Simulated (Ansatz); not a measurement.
# Ti$_{2}$C under pressure

Computed with Ansatz, DFT r2SCAN, scalar-relativistic, plane waves, PAW. Run with 500 eV cutoff, 18×18×18 k-mesh, Gaussian smearing of 0.10 eV, no spin polarisation.

The relaxed crystal:

```xyz
3
Lattice="1.5390 0.8885 4.8209 -1.5390 0.8885 4.8209 0.0000 -1.7771 4.8209" Properties=species:S:1:pos:R:3 pbc="T T T"
Ti    0.0000    0.0000    3.5464
Ti    0.0000    0.0000   10.9162
C     0.0000    0.0000    7.2313
```

Cell and atoms are relaxed at each pressure within the symmetry of the start, at zero temperature, so transitions that lower the symmetry aren't seen. The k-mesh given is that at zero pressure and may differ at others. a, b and c are the lengths of the cell vectors above.

```tsv
P (GPa)	V (Å³/atom)	V/V0	a (Å)	b (Å)	c (Å)
-3	13.49	1.023	5.190	5.190	5.190
0	13.18	1.000	5.138	5.138	5.138
3	12.92	0.980	5.092	5.092	5.092
8	12.53	0.951	5.028	5.028	5.028
15	12.08	0.916	4.953	4.953	4.953
30	11.33	0.859	4.824	4.824	4.824
```

Problem. What bulk modulus and pressure derivative fit these points?

Solution. A third-order Birch–Murnaghan fit gives B0 = 141 GPa and B0' = 4.4.